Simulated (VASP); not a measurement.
# CaF2 (Fluorite) (Fm-3m) in VASP: further runs

Runs on CaF2 (Fluorite). Level: LDA. Tasks: relaxation of the atoms.

All numbers are computed with VASP 6.6.1; they aren't measurements. Logs are shortened: lines on timing, memory, paths and dates and some standing lists are left out, and cuts for length are marked.

### 1 Starting point

The structure is cubic, space group Fm-3m (No. 225). Conventional cell: a = 5.335 Å, b = 5.335 Å, c = 5.335 Å, α = 90.00°, β = 90.00°, γ = 90.00°. Around Ca (site symmetry m-3m) lie 8 F at 2.31 Å. Around F (site symmetry -43m) lie 4 Ca at 2.31 Å.

### 2 Relaxation of the atoms, LDA

Contents of INCAR:

```
PREC = Accurate ; ENCUT = 600
EDIFF = 1E-7 ; ISMEAR = 0
SIGMA = 0.03 ; LREAL = F
LASPH = T ; NELM = 80
ALGO = Fast ; ISIF = 2
LWAVE = F ; LCHARG = F
IBRION = 2 ; NSW = 40
EDIFFG = -0.01
```

Contents of KPOINTS:

```
Automatic mesh
0
Gamma
  8 8 8
```

Contents of POSCAR:

```
CaF2                                    
1.0
    0.0000000000      2.6673359634      2.6673359634
    2.6673359634      0.0000000000      2.6673359634
    2.6673359634      2.6673359634      0.0000000000
  Ca              F             
     1     2
Direct
     1.0000000000000000    0.0000000000000000    0.0000000000000000
     0.2500000000000000    0.2500000000000000    0.2500000000000000
     0.7500000000000000    0.7500000000000000    0.7500000000000000
```

Potentials or basis: VASP PAW LDA potentials, release 64 (Ca_sv, F).

On the command line:

```
$ cat potpaw_LDA.64/Ca_sv/POTCAR potpaw_LDA.64/F/POTCAR > POTCAR
$ mpirun -np 1 vasp_std > vasp.out
```

OUTCAR:

```text
PREC = Accurate
   ENCUT = 600
   EDIFF = 1E-7
   ISMEAR = 0
   LREAL = F
   LASPH = T
   NELM = 80
   ISIF = 2
   IBRION = 2
   NSW = 40
   EDIFFG = -0.01

 ion  position               nearest neighbor table
   1  0.000  0.000  0.000-   3 2.31   3 2.31   3 2.31   2 2.31   3 2.31   2 2.31   2 2.31   2 2.31

   2  0.250  0.250  0.250-   1 2.31   1 2.31   1 2.31   1 2.31
   3  0.750  0.750  0.750-   1 2.31   1 2.31   1 2.31   1 2.31

  LATTYP: Found a face centered cubic cell.
 ALAT       =     5.3346719268

  Lattice vectors:

 A1 = (   0.0000000000,   2.6673359634,   2.6673359634)
 A2 = (   2.6673359634,   0.0000000000,   2.6673359634)
 A3 = (   2.6673359634,   2.6673359634,   0.0000000000)

Analysis of symmetry for initial positions (statically):
=====================================================================
 Subroutine PRICEL returns:
 Original cell was already a primitive cell.

 Routine SETGRP: Setting up the symmetry group for a
 face centered cubic supercell.

 Subroutine GETGRP returns: Found 48 space group operations
 (whereof 48 operations were pure point group operations)
 out of a pool of 48 trial point group operations.

The static configuration has the point symmetry O_h .

Analysis of symmetry for dynamics (positions and initial velocities):
=====================================================================
 Subroutine PRICEL returns:
 Original cell was already a primitive cell.

 Routine SETGRP: Setting up the symmetry group for a
 face centered cubic supercell.

 Subroutine GETGRP returns: Found 48 space group operations
 (whereof 48 operations were pure point group operations)
 out of a pool of 48 trial point group operations.

The dynamic configuration has the point symmetry O_h .

 Subroutine INISYM returns: Found 48 space group operations
 (whereof 48 operations are pure point group operations),
 and found     1 'primitive' translations

----------------------------------------------------------------------------------------

                                     Primitive cell

  volume of cell :      37.9545

  direct lattice vectors                    reciprocal lattice vectors
     0.000000000  2.667335963  2.667335963    -0.187452952  0.187452952  0.187452952
     2.667335963  0.000000000  2.667335963     0.187452952 -0.187452952  0.187452952
     2.667335963  2.667335963  0.000000000     0.187452952  0.187452952 -0.187452952

  length of vectors
     3.772182695  3.772182695  3.772182695     0.324678037  0.324678037  0.324678037

  position of ions in fractional coordinates (direct lattice)
     0.000000000  0.000000000  0.000000000
     0.250000000  0.250000000  0.250000000
     0.750000000  0.750000000  0.750000000

  ion indices of the primitive-cell ions
   primitive index   ion index
                 1           1
                 2           2
                 3           3

----------------------------------------------------------------------------------------

 KPOINTS: Automatic mesh

Automatic generation of k-mesh.
 Grid dimensions read from file:
 generate k-points for:    8    8    8

 Generating k-lattice:

  Cartesian coordinates                     Fractional coordinates (reciprocal lattice)
    -0.023431619  0.023431619  0.023431619     0.125000000  0.000000000  0.000000000
     0.023431619 -0.023431619  0.023431619     0.000000000  0.125000000  0.000000000
     0.023431619  0.023431619 -0.023431619     0.000000000  0.000000000  0.125000000

  Length of vectors
     0.040584755  0.040584755  0.040584755

  Shift w.r.t. Gamma in fractional coordinates (k-lattice)
     0.000000000  0.000000000  0.000000000

 Subroutine IBZKPT returns following result:
 ===========================================

 Found     29 irreducible k-points:

 Following reciprocal coordinates:
            Coordinates               Weight
  0.000000  0.000000  0.000000      1.000000
  0.125000  0.000000  0.000000      8.000000
  0.250000  0.000000  0.000000      8.000000
  0.375000  0.000000  0.000000      8.000000
  0.500000  0.000000  0.000000      4.000000
  0.125000  0.125000  0.000000      6.000000
[... 16 lines left out ...]
  0.500000  0.250000  0.125000     48.000000
 -0.375000  0.250000  0.125000     24.000000
 [... further k-points ...]
   k-points           NKPTS =     29   k-points in BZ     NKDIM =     29   number of bands    NBANDS=     16
   number of dos      NEDOS =    301   number of ions     NIONS =      3
   total plane-waves  NPLWV =  27000
   dimension x,y,z NGX =    30 NGY =   30 NGZ =   30
   dimension x,y,z NGXF=    60 NGYF=   60 NGZF=   60
   ions per type =               1   2
   NGX,Y,Z   is equivalent  to a cutoff of  13.22, 13.22, 13.22 a.u.
   NGXF,Y,Z  is equivalent  to a cutoff of  26.44, 26.44, 26.44 a.u.
 SYSTEM =  unknown system
   PREC   = accura    normal or accurate (medium, high low for compatibility)
   ISTART =      0    job   : 0-new  1-cont  2-samecut
   ICHARG =      2    charge: 1-file 2-atom 10-const
   ISPIN  =      1    spin polarized calculation?
   LNONCOLLINEAR =      F non collinear calculations
   LSORBIT =      F    spin-orbit coupling
   LASPH  =      T    aspherical Exc in radial PAW
   ENCUT  =  600.0 eV  44.10 Ry    6.64 a.u.   7.53  7.53  7.53*2*pi/ulx,y,z
   NELM   =     80;   NELMIN=  2; NELMDL= -5     # of ELM steps
   EDIFF  = 0.1E-06   stopping-criterion for ELM
   LREAL  =      F    real-space projection
   EDIFFG = -.1E-01   stopping-criterion for IOM
   NSW    =     40    number of steps for IOM
   IBRION =      2    ionic relax: 0-MD 1-quasi-New 2-CG
   NFREE  =      1    steps in history (QN), initial steepest desc. (CG)
   ISIF   =      2    stress and relaxation
   ISYM   =      2    0-nonsym 1-usesym 2-fastsym
   POTIM  = 0.5000    time-step for ionic-motion
   TEBEG  =    0.0;   TEEND  =   0.0 temperature during run
   PSTRESS=    0.0 pullay stress
   NELECT =      24.0000    total number of electrons
   NUPDOWN=      -1.0000    fix difference up-down
   EMIN   =  10.00;   EMAX   =-10.00  energy-range for DOS
   EFERMI =   0.00;   METHOD = LEGACY
   ISMEAR =     0;   SIGMA  =   0.03  broadening in eV -4-tet -1-fermi 0-gaus
   EFERMI_NEDOS =   21; number of points for ismear=-14 and -15
   IALGO  =     68    algorithm
   IMIX   =      4    mixing-type and parameters
     AMIX     =   0.40;   BMIX     =  1.00
     AMIX_MAG =   1.60;   BMIX_MAG =  1.00
  volume/ion in A,a.u.               =      12.65        85.38
  Fermi-wavevector in a.u.,A,eV,Ry     =   1.405155  2.655358 26.864162  1.974460
  Thomas-Fermi vector in A             =   2.527644
   LORBIT       =      0    0 simple, 1 ext, 2 COOP (PROOUT), +10 PAW based schemes
   GGA     = CA    functional components
   LHFCALC =     F    Hartree Fock is set to
   AEXX    =    0.0000 exact exchange contribution
   IVDW    =     0    specifies the selected vdW correction
   LEPSILON=     F    determine dielectric tensor
   LRPA    =     F    only Hartree local field effects (RPA)
 conjugate gradient relaxation of ions
 non-spin polarized calculation
 RMM-DIIS sequential band-by-band and
 Gauss-broadening in eV      SIGMA  =   0.03
  energy-cutoff  :      600.00
  volume of cell :       37.95
 maximum number of plane-waves:      1283
   NGX = 15   NGY = 15   NGZ = 15

 number of electron      23.9999996 magnetization

 Free energy of the ion-electron system (eV)
  ---------------------------------------------------
  ext. energy  EPLUGINS =         0.00000000
  ---------------------------------------------------
  free energy    TOTEN  =       -19.01184617 eV

  energy without entropy =      -19.01184617  energy(sigma->0) =      -19.01184617

 E-fermi :  -0.7553     XC(G=0): -10.7306

 val. band max:       -0.9599435223   @ k =   0.5000   0.5000   0.0000
 cond. band min:       6.3674141372   @ k =   0.0000   0.0000   0.0000
 fundamental gap:      7.3273576596
 Fermi energy:        -0.7552904533

 k-point     1 :       0.0000    0.0000    0.0000
  band No.  band energies     occupation
      1     -36.0718      2.00000
      2     -20.6713      2.00000
      3     -19.7364      2.00000
      4     -17.3102      2.00000
      5     -17.3102      2.00000
      6     -17.3102      2.00000
[... 8 lines left out ...]
     15       8.3296      0.00000
     16      10.8007      0.00000

 k-point     2 :       0.1250    0.0000    0.0000
  band No.  band energies     occupation
      1     -36.0638      2.00000
      2     -20.7254      2.00000
      3     -19.7872      2.00000
      4     -17.3194      2.00000
      5     -17.3194      2.00000
      6     -17.2240      2.00000
[... 8 lines left out ...]
     15       8.3713      0.00000
     16      10.6295      0.00000

 k-point     3 :       0.2500    0.0000    0.0000
  band No.  band energies     occupation
      1     -36.0443      2.00000
      2     -20.8203      2.00000
      3     -19.9500      2.00000
      4     -17.3413      2.00000
      5     -17.3413      2.00000
      6     -17.0048      2.00000
[... 8 lines left out ...]
     15       8.4682      0.00000
     16      10.3517      0.00000

 k-point     4 :       0.3750    0.0000    0.0000
  band No.  band energies     occupation
      1     -36.0248      2.00000
      2     -20.8662      2.00000
      3     -20.1615      2.00000
      4     -17.3630      2.00000
      5     -17.3630      2.00000
      6     -16.7769      2.00000
[... 8 lines left out ...]
     15       8.5761      0.00000
     16      10.1115      0.00000

 k-point     5 :       0.5000    0.0000    0.0000
  band No.  band energies     occupation
      1     -36.0166      2.00000
      2     -20.8666      2.00000
      3     -20.2666      2.00000
      4     -17.3719      2.00000
      5     -17.3719      2.00000
      6     -16.6811      2.00000
[... 8 lines left out ...]
     15       9.1612      0.00000
     16       9.6877      0.00000

 k-point     6 :       0.1250    0.1250    0.0000
  band No.  band energies     occupation
      1     -36.0611      2.00000
      2     -20.7474      2.00000
      3     -19.7956      2.00000
      4     -17.3332      2.00000
      5     -17.3332      2.00000
      6     -17.1781      2.00000
[... 8 lines left out ...]
     15       8.4697      0.00000
     16      10.5854      0.00000
[... 267 lines left out ...]
 k-point    21 :       0.5000    0.5000    0.0000
  band No.  band energies     occupation
      1     -35.9985      2.00000
      2     -21.1129      2.00000
      3     -20.1217      2.00000
      4     -17.4654      2.00000
      5     -17.4654      2.00000
      6     -16.4537      2.00000
[... 8 lines left out ...]
     15       9.4284      0.00000
     16      10.3468      0.00000

 k-point    22 :       0.3750    0.2500    0.1250
  band No.  band energies     occupation
      1     -36.0298      2.00000
      2     -20.8841      2.00000
      3     -20.0683      2.00000
      4     -17.3740      2.00000
      5     -17.2904      2.00000
      6     -16.8975      2.00000
[... 8 lines left out ...]
     15       8.9387      0.00000
     16       9.9260      0.00000

 k-point    23 :       0.5000    0.2500    0.1250
  band No.  band energies     occupation
      1     -36.0141      2.00000
      2     -20.8550      2.00000
      3     -20.3232      2.00000
      4     -17.3987      2.00000
      5     -17.1731      2.00000
      6     -16.8182      2.00000
[... 8 lines left out ...]
     15       9.3063      0.00000
     16       9.7120      0.00000

 k-point    24 :      -0.3750    0.2500    0.1250
  band No.  band energies     occupation
      1     -36.0075      2.00000
      2     -20.7814      2.00000
      3     -20.4928      2.00000
      4     -17.4097      2.00000
      5     -17.1138      2.00000
      6     -16.7912      2.00000
[... 8 lines left out ...]
     15       9.2556      0.00000
     16       9.7129      0.00000

 [... further k-points ...]

------------------------ aborting loop because EDIFF is reached ----------------------------------------

  FORCE on cell =-STRESS in cart. coord.  units (eV):
  Direction    XX          YY          ZZ          XY          YZ          ZX
  --------------------------------------------------------------------------------------
  -------------------------------------------------------------------------------------
  Total       -0.0090989     -0.0090989     -0.0090989     -0.0000000      0.0000000     -0.0000000
  in kB       -0.3840921     -0.3840921     -0.3840921     -0.0000000      0.0000000     -0.0000000
  external PRESSURE =      -0.3840921 kB  Pullay stress =       0.0000000 kB

 VOLUME and BASIS-vectors are now :
 -----------------------------------------------------------------------------
  energy-cutoff  :      600.00
  volume of cell :       37.95
      direct lattice vectors                 reciprocal lattice vectors
     0.000000000  2.667335963  2.667335963    -0.187452952  0.187452952  0.187452952
     2.667335963  0.000000000  2.667335963     0.187452952 -0.187452952  0.187452952
     2.667335963  2.667335963  0.000000000     0.187452952  0.187452952 -0.187452952

 POSITION                                       TOTAL-FORCE (eV/Angst)
 -----------------------------------------------------------------------------------
      0.00000      0.00000      0.00000         0.000000      0.000000      0.000000
      1.33367      1.33367      1.33367         0.000000      0.000000      0.000000
      4.00100      4.00100      4.00100        -0.000000     -0.000000     -0.000000
 -----------------------------------------------------------------------------------
    total drift:                                0.000000     -0.000000      0.000000

  FREE ENERGIE OF THE ION-ELECTRON SYSTEM (eV)
  ---------------------------------------------------
  free  energy   TOTEN  =       -19.0118461731 eV

  energy  without entropy=      -19.0118461731  energy(sigma->0) =      -19.01184617

 reached required accuracy - stopping structural energy minimisation
```

Wall time 19 s (1 thread of Intel Xeon 6975P-C (Granite Rapids), shared host); peak memory 0.16 GiB.

Results:

```
Free energy             : -19.0118 eV
Pressure after relaxing : 0.0 GPa
Band gap on the k mesh  : 7.33 eV, indirect (least direct gap 7.60 eV)
```

Final structure:
```yaml
crystal:
  lattice:
    - [0.00000, 2.66734, 2.66734]
    - [2.66734, 0.00000, 2.66734]
    - [2.66734, 2.66734, 0.00000]
  atoms:
    - { symbol: Ca, position: [0.00000, 0.00000, 0.00000] }
    - { symbol: F, position: [0.25000, 0.25000, 0.25000] }
    - { symbol: F, position: [0.75000, 0.75000, 0.75000] }
```

Caveat: the relaxation stopped at its first step, so nothing moved.

### 3 Relaxation of the atoms, LDA (a relaxed cell with its volume scaled by 1.02)

INCAR is that of step 2.

KPOINTS is that of step 2.

Contents of POSCAR:

```
CaF2                                    
1.0
    0.0000000000      2.6850009548      2.6850009548
    2.6850009548      0.0000000000      2.6850009548
    2.6850009548      2.6850009548      0.0000000000
  Ca              F             
     1     2
Direct
     1.0000000000000000    0.0000000000000000    0.0000000000000000
     0.2500000000000000    0.2500000000000000    0.2500000000000000
     0.7500000000000000    0.7500000000000000    0.7500000000000000
```

Potentials or basis: VASP PAW LDA potentials, release 64 (Ca_sv, F).

On the command line:

```
$ cat potpaw_LDA.64/Ca_sv/POTCAR potpaw_LDA.64/F/POTCAR > POTCAR
$ mpirun -np 1 vasp_std > vasp.out
```

Wall time 18 s (1 thread of Intel Xeon 6975P-C (Granite Rapids), shared host); peak memory 0.16 GiB.

Results (log left out):

- Free energy: -19.0092 eV
- Pressure after relaxing: -2.0 GPa
- Band gap on the k mesh: 7.21 eV, indirect (least direct gap 7.48 eV)

Final structure:
```xyz
3
Lattice="0.0000 2.6850 2.6850 2.6850 0.0000 2.6850 2.6850 2.6850 0.0000" Properties=species:S:1:pos:R:3 pbc="T T T"
Ca    0.0000    0.0000    0.0000
F     1.3425    1.3425    1.3425
F     4.0275    4.0275    4.0275
```

Levels at points of the mesh, in eV from the valence-band top:
```
           k point  band 8  band 9  band 10  band 11  band 12  band 13  band 14  band 15  band 16
(0.00, 0.00, 0.00)   -2.34   -2.34    -0.27    -0.27    -0.27     7.21     9.22     9.22    11.60
(0.50, 0.00, 0.00)   -1.69   -1.39    -1.34    -0.88    -0.88     9.47     9.47     9.99    10.55
(0.50, 0.50, 0.00)   -1.75   -1.75    -0.41    -0.41     0.00     8.01     9.72    10.28    11.17
```

Caveat: the relaxation stopped at its first step, so nothing moved. A k mesh can miss the band edges.

(Continued in part 2 of 2.)
